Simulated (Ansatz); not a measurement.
Consider GeO2 in the rutile structure (space group P4_2/mnm, No. 136; a = 4.4884 Å, c = 2.9053 Å).

Calculations: plane-wave PAW DFT at the PBE level (Ansatz, a quantum-chemistry and plane-wave program, 420 eV), no spin-orbit coupling, earlier PAW set.

Carriers are added at fixed cell with a uniform background; the Fermi–Dirac width is that of 300 K.

One change was made to it. Results:

| quantity | base | after |
|---|---|---|
| gap character | direct at Γ | direct at Γ |
| Fermi level relative to the doped band's edge (positive inside the band; to 0.05 eV) | – | +3.45 eV |
| gap between the host's bands | 1.22 eV | 0.98 eV |

**Question.** Which of these changes matches the shifts?
(A) electrons 2.0×10^22 cm⁻³
(B) holes 7.0×10^21 cm⁻³
(C) holes 2.0×10^22 cm⁻³
(D) electrons 7.0×10^21 cm⁻³

**Answer.** A, electrons 2.0×10^22 cm⁻³. For comparison, the Fermi level from band edge in the other runs: holes 7.0×10^21 cm⁻³ gives +0.60 eV; electrons 7.0×10^21 cm⁻³ gives +2.65 eV; holes 2.0×10^22 cm⁻³ gives +0.80 eV.

Carriers are added with a uniform compensating background; total energy and stress of such cells depend on the potential's zero and are not compared; many-body gap narrowing is missing at this level. Stability against distortions was not tested.
